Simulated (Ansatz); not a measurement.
## Sn under changes of volume

One of the cells (28.673 Å³/atom); the others are scaled copies at fixed shape and fractional positions:

```xyz
1
Lattice="-1.7265 1.7755 2.3383 1.7265 -1.7755 2.3383 1.7265 1.7755 -2.3383" Properties=species:S:1:pos:R:3 pbc="T T T"
Sn    0.0000    0.0000    0.0000
```

This isn't the form of Sn at room conditions, which is tetragonal (white tin).

```yaml
Program: Ansatz 0.2.0
Functional: PBE0
Potentials_or_basis: Ansatz PAW
Cutoff: "420 eV (not typed: the program's choice for these potentials)"
k_mesh: 6 × 6 × 6
Occupations: fermi-dirac, width 0.05 eV
Spin: no spin polarisation
```

```csv
volume (Å³/atom),energy over the lowest point (meV/atom),pressure (GPa)
26.953,3.08,1.5
27.526,0.00,0.3
28.100,0.93,-0.8
28.673,6.42,-1.1
29.247,12.02,-2.0
29.820,?,?
30.394,32.39,-3.6
```

What does the run at 29.820 Å³/atom give?

Energy over the lowest point 20.78 meV/atom; pressure -2.9 GPa.

Worked out: A Birch-Murnaghan fit of order 3 (a polynomial in V^(-2/3)) to the other rows has its minimum at 27.64 Å³/atom with B0 = V·E''(V) = 51 GPa (rough, since the energies scatter) at fixed shape and positions, which overstates the stiffness. It gives 21.61 meV/atom at 29.820 Å³/atom, against the run's 20.78, and -dE/dV = -2.8 GPa, against -2.9.

Energies are extrapolated to zero smearing.

Caveats: all runs use coarse meshes; the PAW data sets come from PBE, with cores solved anew for the run's functional, which leaves a small shift of forces and pressure; the thresholds are loose for stress.
